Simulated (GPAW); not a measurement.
# free-standing triangular Cr monolayer, spacing 2.56 A: parallel, opposed and spinless runs

Does free-standing triangular Cr monolayer, spacing 2.56 A prefer parallel or opposed moments, or none?

Method: LDA; plane waves with GPAW's PAW setups, scalar-relativistic, in GPAW 26.7.0.

## 1. Starting point

The cell holds 1 atom: 1 Cr. Cell: a = 2.560 Å, b = 2.560 Å, c = 14.000 Å, α = 90.0°, β = 90.0°, γ = 120.0°. model lattice. Vacuum lies along c.

## 2. Order 1, typed as ferro +

The parallel start comes first: it fits the smallest cell, keeps the most symmetry and shows whether parallel moments form.

order1.py

```python
import json
import numpy as np
from ase import Atoms
from ase.parallel import paropen, parprint
from gpaw import GPAW

atoms = Atoms(['Cr'],
    cell=[[2.56, 0.0, 0.0],
         [-1.28, 2.217025, 0.0],
         [0.0, 0.0, 14.0]],
    scaled_positions=[[0.0, 0.0, 0.5]],
    pbc=True,
    magmoms=[2.5])
atoms.calc = GPAW(mode={'name': 'pw', 'ecut': 550},
    xc='LDA',
    kpts={'size': (12, 12, 1), 'gamma': True},
    occupations={'name': 'fermi-dirac', 'width': 0.05},
    convergence={'density': 1e-05, 'energy': 1e-05},
    maxiter=200,
    symmetry={'tolerance': 1e-4},
    txt='order1.txt')
e = atoms.get_potential_energy(force_consistent=True)
res = {'free_energy': e, 'energy_sigma0': atoms.get_potential_energy(), 'fermi_energy': atoms.calc.get_fermi_level()}
res['moments'] = atoms.get_magnetic_moments().tolist()
res['total'] = atoms.get_magnetic_moment()
parprint('site moments (muB):', np.round(res['moments'], 3))
parprint(f"total moment: {res['total']:.3f} muB")
parprint(f'free energy: {e:.6f} eV')
atoms.calc.write('order1.gpw')
with paropen('results.json', 'w') as f:
    json.dump(res, f)
```

On the command line:

```console
OMP_NUM_THREADS=1 python3 order1.py > order1.log
```

Numbers of over 12 decimals in the logs are rounded to 6 here.

The log of the run:

```text
site moments (muB): [0.]
total moment: 0.000 muB
free energy: -7.544984 eV

--- order1.txt ---
Input parameters:
  mode=PW(ecut=550),
  convergence={'density': 1e-05, 'energy': 1e-05},
  kpts=MonkhorstPack(size=(12, 12, 1), gamma=True),
  maxiter=200,
  occupations=Occupations(name='fermi-dirac', width=0.05),
  symmetry=Symmetry(tolerance=0.0001),
  xc=XC(name='LDA')

Diagonalizing LCAO Hamiltonian
Converting LCAO to pw mode

       Cr

Atoms  # Å, Bohr magnetons
|   | symbol |        x |        y |        z |    initial magnetic moments |
|---|--------|----------|----------|----------|-----------------------------|
| 0 |     Cr | 0.000000 | 0.000000 | 7.000000 | ( 0.0000,  0.0000,  2.5000) |

Unit cell  # Å
| periodic |         x |        y |         z |   lengths |     angles |
|----------|-----------|----------|-----------|-----------|------------|
|      yes |  2.560000 | 0.000000 |  0.000000 |  2.560000 |  90.000000 |
|      yes | -1.280000 | 2.217025 |  0.000000 |  2.560000 |  90.000000 |
|      yes |  0.000000 | 0.000000 | 14.000000 | 14.000000 | 120.000000 |

Number of symmetries: 24

BZ-sampling:
  Number of BZ points: 144
  Number of IBZ points: 19

  Monkhorst-Pack size: [12, 12, 1]
  Monkhorst-Pack shift: [0.041667, 0.041667, 0.0]

K-points  # in reciprocal-cell coordinates
|     |                                coordinates |     weight |
|-----|--------------------------------------------|------------|
|   0 | ( -0.00000000,  -0.00000000,   0.00000000) | 0.00694444 |
|   1 | (  0.08333333,  -0.00000000,   0.00000000) | 0.04166667 |
|   2 | (  0.16666667,  -0.08333333,   0.00000000) | 0.04166667 |
|   3 | (  0.16666667,  -0.00000000,   0.00000000) | 0.04166667 |
|   4 | (  0.25000000,  -0.08333333,   0.00000000) | 0.08333333 |
|   5 | (  0.25000000,  -0.00000000,   0.00000000) | 0.04166667 |
|   6 | (  0.33333333,  -0.16666667,   0.00000000) | 0.04166667 |
|   7 | (  0.33333333,  -0.08333333,   0.00000000) | 0.08333333 |
|   8 | (  0.33333333,  -0.00000000,   0.00000000) | 0.04166667 |
|   9 | (  0.33333333,   0.33333333,   0.00000000) | 0.01388889 |
| ... |                                            |            |
|  18 | (  0.50000000,   0.50000000,   0.00000000) | 0.02083333 |

Plane wave coefficients: 2373
Cutoff: 550.0 eV

Spin-components: 2 (collinear spins)
Bands:           9
Projectors:      6
Spin-degeneracy: 1
Datatype:        complex128

Parallelization:
  kpt:    1
  domain: 1
  band:   1

Density:
  Valence electrons: 6.0
  Components: 2
  Grid points: [14 14 80]
  Charge: 0.0  # |e|

Potential:
  Grid points: [14 14 80]

species:
  Cr:
    name:    Chromium
    Z:       24.0
    valence: 6
    core:    18
    charge:  0.0  # [|e|]
    compensation charges:
      type: gauss
      rc: 0.35  # [Å]
      lmax: 2
    cutoffs:
      filter: 2.14  # [Å]
      core: 3.04  # [Å]
    projectors
    | kind |    occ | energy [eV] | rcut [Å] |
    |------|--------|-------------|----------|
    |   4s |  1.000 |      -4.191 |    1.164 |
    |   4p |  0.000 |      -1.079 |    1.217 |
    |   3d |  5.000 |      -3.128 |    1.111 |
    |    s |        |      23.021 |    1.164 |
    |    p |        |      26.132 |    1.217 |
    |    d |        |      24.083 |    1.111 |

    Using partial waves for Cr as LCAO basis

Reference energy: -28526.683362  # eV

eigensolver:
  PPCG
  Converge bands: occupied
  niter=2

density mixing:
  MSR1-Mixer
  Pratt-step length: 0.05
  Maximum mixing coefficient: 0.75
  Old densities: 10
  SVD Regularization: 0.005
  Good broyden scale: 1.0
  Trust region scale: 1.0
  Backstep threshold: 4.0
  History deletion threshold: 6.0
  Fourier metric: weight=20.0, sigma=0.015

occupation numbers:
  Fermi-Dirac:
    width: 0.0500  # eV

poisson solver:
  ecut: 4400.0  # eV

xc functional:
  name: None

convergence criteria:
- Maximum integral of absolute [dens]ity change: 1e-05 electrons / valence electron
- Maximum [total energy] change in last 3 cyles: 1e-05 eV / valence electron
- Maximum integral of absolute [eigenst]ate change: 4e-08 eV^2 / valence electron
maximum number of iterations: 200

SCF iterations
|iter     |      energy | eigst |  dens |  magmom |
|---------|-------------|-------|-------|---------|
|iter:   1|       0s |   -8.119913 | +0.48 |       |  +2.4965|
|iter:   2|       0s |   -7.914848 | -1.33 | -0.49 |  +2.4635|
|iter:   3|       1s |   -7.443831 | -0.44 | -0.53 |  +2.1077|
|iter:   4|       2s |   -7.434766 | -1.45 | -0.97 |  +2.0287|
|iter:   5|       2s |   -7.459338 | -1.91 | -1.15 |  +1.8423|
|iter:   6|       3s |   -7.473042 | -2.31 | -1.26 |  +1.6813|
|iter:   7|       4s |   -7.465370 | -1.62 | -1.41 |  +0.5652|
|iter:   8|       4s |   -7.506124 | -1.84 | -1.14 |  +1.0482|
|iter:   9|       5s |   -7.514878 | -2.34 | -1.56 |  +0.8334|
|iter:  10|       5s |   -7.516409 | -2.99 | -1.80 |  +0.7875|
[... 11 iterations left out ...]
|iter:  22|      12s |   -7.536313c| -5.45 | -3.56 |  -0.0033|
|iter:  23|      13s |   -7.536313c| -5.83 | -3.87 |  -0.0035|
|iter:  24|      13s |   -7.536313c| -5.98 | -3.94 |  -0.0018|
|iter:  25|      14s |   -7.536313c| -6.50 | -4.06 |  -0.0004|
|iter:  26|      14s |   -7.536313c| -6.69 | -4.63 |  +0.0001|
|iter:  27|      15s |   -7.536313c| -6.65 | -5.19c|  +0.0001|
|iter:  28|      15s |   -7.536313c| -6.88 | -5.39c|  +0.0001|
|iter:  29|      16s |   -7.536313c| -7.06 | -5.64c|  +0.0001|
|iter:  30|      16s |   -7.536313c| -7.32 | -5.68c|  +0.0000|
|iter:  31|      16s |   -7.536313c| -7.51c| -5.72c|  +0.0001|

Converged in 31 steps
Energy contributions relative to reference atoms: (reference = -28526.683362)

Energy contributions:
  Kinetic:         -21.287783
  Coulomb:          14.760334
  Zero:              0.069368
  External:          0.000000
  Xc:               -1.069561
  Entropy:          -0.017341
  Spinorbit:         0.000000
  ----------------------------
  Free energy:      -7.544984
  Extrapolated:     -7.536313

dipole moment: (-3.141298, -5.440887, 0.000077)  # |e|*Ang

Total magnetic moment: (0.000000, 0.000000, 0.000059)

Local magnetic moments
|        x |        y |        z |
|----------|----------|----------|
| 0.000000 | 0.000000 | 0.000049 |  # Cr   0

Fermi level: -2.783
Eigenvalues  # (at kpt = [-0.000, -0.000, 0.000])
| band index |      eig [eV] | occ [0-1] |      eig [eV] | occ [0-1] |
|------------|---------------|-----------|---------------|-----------|
|          0 |        -7.521 |     1.000 |        -7.521 |     1.000 |
|          1 |        -3.888 |     1.000 |        -3.888 |     1.000 |
|          2 |        -2.841 |     0.763 |        -2.841 |     0.763 |
|          3 |        -2.841 |     0.763 |        -2.841 |     0.763 |
|          4 |        -2.291 |     0.000 |        -2.291 |     0.000 |
|          5 |        -1.354 |     0.000 |        -1.354 |     0.000 |
|          6 |        -1.354 |     0.000 |        -1.354 |     0.000 |
|          7 |         1.968 |     0.000 |         1.968 |     0.000 |
|          8 |         2.928 |     0.000 |         2.928 |     0.000 |

No gap
No difference between direct/indirect transitions
```

Elapsed: 20 s, on 1 MPI rank of Intel Xeon Platinum 8488C (Sapphire Rapids), shared host; peak memory 0.17 GiB.

Numbers from this step:

* final state: non-magnetic

After 31 cycles the seed has died away: no moment is left.

## 3. Start 2: antiferro q=(0,1/2,0) +-

Another pattern of signs weighs the neighbour shells otherwise.

This order needs a doubled cell of 2 atoms. Its mesh is chosen so that both cells sample the same points.

order2.py is the script of step 2 with these lines changed:

```diff
@@ -6,12 +6,13 @@
 
-atoms = Atoms(['Cr'],
+atoms = Atoms(['Cr', 'Cr'],
     cell=[[2.56, 0.0, 0.0],
-         [-1.28, 2.217025, 0.0],
+         [-2.56, 4.43405, 0.0],
          [0.0, 0.0, 14.0]],
-    scaled_positions=[[0.0, 0.0, 0.5]],
+    scaled_positions=[[0.0, 0.0, 0.5],
+         [0.0, 0.5, 0.5]],
     pbc=True,
-    magmoms=[2.5])
+    magmoms=[2.5, -2.5])
 atoms.calc = GPAW(mode={'name': 'pw', 'ecut': 550},
     xc='LDA',
-    kpts={'size': (12, 12, 1), 'gamma': True},
+    kpts={'size': (12, 6, 1), 'gamma': True},
     occupations={'name': 'fermi-dirac', 'width': 0.05},
@@ -20,3 +21,3 @@
     symmetry={'tolerance': 1e-4},
-    txt='order1.txt')
+    txt='order2.txt')
 e = atoms.get_potential_energy(force_consistent=True)
@@ -28,3 +29,3 @@
 parprint(f'free energy: {e:.6f} eV')
-atoms.calc.write('order1.gpw')
+atoms.calc.write('order2.gpw')
 with paropen('results.json', 'w') as f:
```

On the command line:

```console
OMP_NUM_THREADS=1 python3 order2.py > order2.log
```

The log of the run:

```text
site moments (muB): [ 2.882 -2.882]
total moment: -0.000 muB
free energy: -15.789423 eV

--- order2.txt ---
Input parameters:
  mode=PW(ecut=550),
  convergence={'density': 1e-05, 'energy': 1e-05},
  kpts=MonkhorstPack(size=(12, 6, 1), gamma=True),
  maxiter=200,
  occupations=Occupations(name='fermi-dirac', width=0.05),
  symmetry=Symmetry(tolerance=0.0001),
  xc=XC(name='LDA')

Diagonalizing LCAO Hamiltonian
Converting LCAO to pw mode

         Cr
          Cr

Atoms  # Å, Bohr magnetons
|   | symbol |         x |        y |        z |    initial magnetic moments |
|---|--------|-----------|----------|----------|-----------------------------|
| 0 |     Cr |  0.000000 | 0.000000 | 7.000000 | ( 0.0000,  0.0000,  2.5000) |
| 1 |     Cr | -1.280000 | 2.217025 | 7.000000 | ( 0.0000,  0.0000, -2.5000) |

Unit cell  # Å
| periodic |         x |        y |         z |   lengths |     angles |
|----------|-----------|----------|-----------|-----------|------------|
|      yes |  2.560000 | 0.000000 |  0.000000 |  2.560000 |  90.000000 |
|      yes | -2.560000 | 4.434050 |  0.000000 |  5.120000 |  90.000000 |
|      yes |  0.000000 | 0.000000 | 14.000000 | 14.000000 | 120.000000 |

Number of symmetries: 4

BZ-sampling:
  Number of BZ points: 72
  Number of IBZ points: 38

  Monkhorst-Pack size: [12, 6, 1]
  Monkhorst-Pack shift: [0.041667, 0.083333, 0.0]

Plane wave coefficients: 4694
Cutoff: 550.0 eV

Spin-components: 2 (collinear spins)
Bands:           12
Projectors:      12
Spin-degeneracy: 1
Datatype:        complex128

Parallelization:
  kpt:    1
  domain: 1
  band:   1

Density:
  Valence electrons: 12.0
  Components: 2
  Grid points: [14 28 80]
  Charge: 0.0  # |e|

Potential:
  Grid points: [14 28 80]

[... setups left out ...]
Reference energy: -57053.366723  # eV

eigensolver:
  PPCG
  Converge bands: occupied
  niter=2

density mixing:
  MSR1-Mixer
  Pratt-step length: 0.05
  Maximum mixing coefficient: 0.75
  Old densities: 10
  SVD Regularization: 0.005
  Good broyden scale: 1.0
  Trust region scale: 1.0
  Backstep threshold: 4.0
  History deletion threshold: 6.0
  Fourier metric: weight=20.0, sigma=0.015

occupation numbers:
  Fermi-Dirac:
    width: 0.0500  # eV

poisson solver:
  ecut: 4400.0  # eV

xc functional:
  name: None

convergence criteria:
- Maximum integral of absolute [dens]ity change: 1e-05 electrons / valence electron
- Maximum [total energy] change in last 3 cyles: 1e-05 eV / valence electron
- Maximum integral of absolute [eigenst]ate change: 4e-08 eV^2 / valence electron
maximum number of iterations: 200

SCF iterations
|iter     |      energy | eigst |  dens |  magmom |
|---------|-------------|-------|-------|---------|
|iter:   1|       0s |  -17.005704 | +0.56 |       |  +0.0000|
|iter:   2|       3s |  -16.594981 | -0.98 | -0.54 |  +0.0000|
|iter:   3|       7s |  -15.506251 | +0.03 | -0.59 |  +0.0000|
|iter:   4|      11s |  -15.568581 | -1.16 | -1.04 |  -0.0000|
|iter:   5|      14s |  -15.674701 | -1.25 | -1.04 |  +0.0000|
|iter:   6|      18s |  -15.742245 | -1.59 | -1.24 |  -0.0000|
|iter:   7|      21s |  -15.772502 | -1.70 | -1.33 |  -0.0000|
|iter:   8|      25s |  -15.777292 | -2.20 | -1.81 |  +0.0000|
|iter:   9|      29s |  -15.778291 | -2.54 | -2.54 |  -0.0000|
|iter:  10|      32s |  -15.778933 | -2.81 | -2.75 |  +0.0000|
[... 19 iterations left out ...]
|iter:  30|     103s |  -15.779797c| -6.69 | -4.17 |  -0.0000|
|iter:  31|     106s |  -15.779797c| -6.85 | -4.36 |  -0.0000|
|iter:  32|     110s |  -15.779797c| -7.02 | -4.29 |  -0.0000|
|iter:  33|     113s |  -15.779797c| -7.18 | -4.38 |  -0.0000|
|iter:  34|     116s |  -15.779797c| -7.33 | -4.34 |  -0.0000|
|iter:  35|     119s |  -15.779797c| -7.46c| -4.37 |  -0.0000|
|iter:  36|     121s |  -15.779797c| -7.55c| -4.62 |  -0.0000|
|iter:  37|     123s |  -15.779797c| -7.70c| -4.50 |  -0.0000|
|iter:  38|     125s |  -15.779797c| -7.87c| -4.80 |  -0.0000|
|iter:  39|     127s |  -15.779797c| -7.98c| -5.47c|  -0.0000|

Converged in 39 steps
Energy contributions relative to reference atoms: (reference = -57053.366723)

Energy contributions:
  Kinetic:          -7.949357
  Coulomb:           1.700320
  Zero:              0.076284
  External:          0.000000
  Xc:               -9.597418
  Entropy:          -0.019252
  Spinorbit:         0.000000
  ----------------------------
  Free energy:     -15.789423
  Extrapolated:    -15.779797

dipole moment: (-6.216166, -10.766672, 0.000155)  # |e|*Ang

Total magnetic moment: (0.000000, 0.000000, -0.000003)

Local magnetic moments
|        x |        y |         z |
|----------|----------|-----------|
| 0.000000 | 0.000000 |  2.881778 |  # Cr   0
| 0.000000 | 0.000000 | -2.881784 |  # Cr   1

Fermi level: -2.453
Eigenvalues  # (at kpt = [-0.000, 0.000, 0.000])
| band index |      eig [eV] | occ [0-1] |      eig [eV] | occ [0-1] |
|------------|---------------|-----------|---------------|-----------|
|          0 |        -7.486 |     1.000 |        -7.486 |     1.000 |
|          1 |        -5.459 |     1.000 |        -5.459 |     1.000 |
|          2 |        -4.135 |     1.000 |        -4.135 |     1.000 |
|          3 |        -3.818 |     1.000 |        -3.818 |     1.000 |
|          4 |        -2.819 |     0.999 |        -2.819 |     0.999 |
|          5 |        -2.208 |     0.007 |        -2.208 |     0.007 |
|          6 |        -2.162 |     0.003 |        -2.162 |     0.003 |
|          7 |        -2.050 |     0.000 |        -2.050 |     0.000 |
|          8 |        -0.768 |     0.000 |        -0.768 |     0.000 |
|          9 |        -0.105 |     0.000 |        -0.105 |     0.000 |
|         10 |         0.592 |     0.000 |         0.592 |     0.000 |
|         11 |         0.978 |     0.000 |         0.978 |     0.000 |

No gap
No difference between direct/indirect transitions
```

Wall time 2.3 min (1 MPI rank); peak memory 0.3 GiB.

This step gave:

- magnetization: 0 μB
- final state: antiferromagnetic
- largest moment: 2.882 μB

It lies 350 meV a seeded atom under the first start, and its largest moment is 2.88 μB against 4.9e-5 μB.

## 4. Run 3 (no spin polarisation)

This run holds no moments, which gives a state to set the others against.

nospin.py

```python
import json
import numpy as np
from ase import Atoms
from ase.parallel import paropen, parprint
from gpaw import GPAW

atoms = Atoms(['Cr'],
    cell=[[2.56, 0.0, 0.0],
         [-1.28, 2.217025, 0.0],
         [0.0, 0.0, 14.0]],
    scaled_positions=[[0.0, 0.0, 0.5]],
    pbc=True)
atoms.calc = GPAW(mode={'name': 'pw', 'ecut': 550},
    xc='LDA',
    kpts={'size': (12, 12, 1), 'gamma': True},
    occupations={'name': 'fermi-dirac', 'width': 0.05},
    convergence={'density': 1e-05, 'energy': 1e-05},
    maxiter=200,
    symmetry={'tolerance': 1e-4},
    txt='nospin.txt')
e = atoms.get_potential_energy(force_consistent=True)
res = {'free_energy': e, 'energy_sigma0': atoms.get_potential_energy(), 'fermi_energy': atoms.calc.get_fermi_level()}
parprint(f'free energy: {e:.6f} eV')
atoms.calc.write('nospin.gpw')
with paropen('results.json', 'w') as f:
    json.dump(res, f)
```

On the command line:

```console
OMP_NUM_THREADS=1 python3 nospin.py > nospin.log
```

The log of the run:

```text
free energy: -7.544984 eV

--- nospin.txt ---
Input parameters:
  mode=PW(ecut=550),
  convergence={'density': 1e-05, 'energy': 1e-05},
  kpts=MonkhorstPack(size=(12, 12, 1), gamma=True),
  maxiter=200,
  occupations=Occupations(name='fermi-dirac', width=0.05),
  symmetry=Symmetry(tolerance=0.0001),
  xc=XC(name='LDA')

Diagonalizing LCAO Hamiltonian
Converting LCAO to pw mode

       Cr

Atoms  # Å, Bohr magnetons
[...]
| band index |      eig [eV] | occ [0-2] |
|------------|---------------|-----------|
|          0 |        -7.521 |     2.000 |
|          1 |        -3.888 |     2.000 |
|          2 |        -2.841 |     1.526 |
|          3 |        -2.841 |     1.526 |
|          4 |        -2.291 |     0.000 |
|          5 |        -1.354 |     0.000 |
|          6 |        -1.354 |     0.000 |
|          7 |         1.968 |     0.000 |

No gap
No difference between direct/indirect transitions


[key lines of the parts left out:]
Free energy:      -7.544984
Converged in 32 steps
dipole moment: (-3.141298, -5.440889, 0.000077)  # |e|*Ang
Fermi level: -2.783
```

It took 11 s on 1 MPI rank; peak memory 0.15 GiB.

Numbers from this step:

| Item | Value |
| --- | --- |
| final state | non-magnetic (no spin polarisation) |

It ends in the same state without moments as the first start; the 8.5e-6 meV between them is numerical noise.

## 5. The states side by side

These are free energies at a smearing of 0.05 eV, so its entropy term is in the differences. They are divided by the number of seeded atoms, so that cells of unlike size compare. Wavevectors q in the names are fractions of the reciprocal vectors of the first run's cell.

Orders:

| start | final state | typed order kept | energy over the lowest (meV a seeded atom) | largest site moment (μB) | net moment (μB a primitive cell) | mesh matched | CPU time (s) |
| --- | --- | --- | --- | --- | --- | --- | --- |
| ferro + | non-magnetic | no | 349.7 | 0 | 5.90e-5 | yes | 20.29 |
| antiferro q=(0,1/2,0) +- | antiferromagnetic | yes | 0 | 2.882 | 0 | yes | 135.5 |
| no spin polarisation | non-magnetic | - | 349.7 | 0 | 0 | yes | 10.67 |

## 6. Outcome

| Quantity | Value |
| --- | --- |
| lowest state found | antiferromagnetic (typed antiferro q=(0,1/2,0) +-) |
| largest site moment | 2.88 μB |
| next state | non-magnetic, 350 meV a seeded atom higher |
| energy gained by spin polarisation | 350 meV a seeded atom |

What this shows: The lowest state found is antiferromagnetic, reached from the start antiferro q=(0,1/2,0) +-, with moments up to 2.88 μB. 1 start left the typed pattern (a sign turned or a seeded moment died), so such an energy belongs to the state reached, not the one typed. Only 3 starts are shown; other collinear patterns, canted and longer-period orders are not.

[Logs and program files are shortened in this print: banners, set-up blocks, solver, clock and traceback lines can be left out without a mark of their own.]

[Logs are printed without paths, hosts, clocks, repeated set-up lines and the standing remarks that a program may print on its own settings, such as how far it seeks lower states.]

[Hosts, paths, dates, database ids (printed as entryN), source tags and the programs' standing remarks are cut or masked in the printed files.]

[Where a cell is said to come from a database of computed structures, the database is the Materials Project.]
